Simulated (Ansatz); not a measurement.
Take BeO in the wurtzite structure (space group P6_3mc, No. 186; a = 2.712 Å, c = 4.405 Å) as the base. Axes: x lies along a and z along c of the hexagonal cell.

(Cell as relaxed with PBE.)

Levels (all Ansatz, a program for electronic structure, PAW): PBE (420 eV, scalar-relativistic without spin-orbit coupling); r2SCAN (500 eV, no spin-orbit coupling).

Each level relaxes its own structure.

```
base                     PBE   r2SCAN
-------------------  -------  -------
volume per atom      7.01 Å³  6.85 Å³
lattice parameter a  2.712 Å  2.690 Å
band gap             7.45 eV  8.55 eV
```

Now apply this change: a pure shear with ε_yz = ε_zy = -0.0168, atoms relaxed at fixed cell.

| quantity | PBE | r2SCAN |
|---|---|---|
| energy relative to the base (free energy F) | +3.4 meV/atom | [?] |
| band gap | 7.36 eV | [?] |
| shortest interatomic distance | 1.645 Å | [?] |
| stress (xx, yy, zz, yz, xz, xy; compression positive) | (0.08, -0.10, 0.22, 4.60, 0.00, 0.00) GPa | [?] |
| shift of the gap caused by the change | -0.09 eV | [?] |

What does r2SCAN give?


- energy relative to the base (free energy F), r2SCAN: +3.6 meV/atom
- band gap, r2SCAN: 8.46 eV
- shortest interatomic distance, r2SCAN: 1.633 Å
- stress (xx, yy, zz, yz, xz, xy; compression positive), r2SCAN: (0.09, -0.11, 0.25, 4.99, 0.00, 0.00) GPa
- shift of the gap caused by the change, r2SCAN: -0.09 eV

PBE's band gap lies 1.10 eV below r2SCAN's; PBE's shortest interatomic distance lies 0.0126 Å above r2SCAN's (0.8 %); the two agree on the shift of the gap caused by the change. Neither level is exact; r2SCAN is the comparison here, not a measurement.

The cells carry an imposed strain or load. Stability against distortions was not tested.
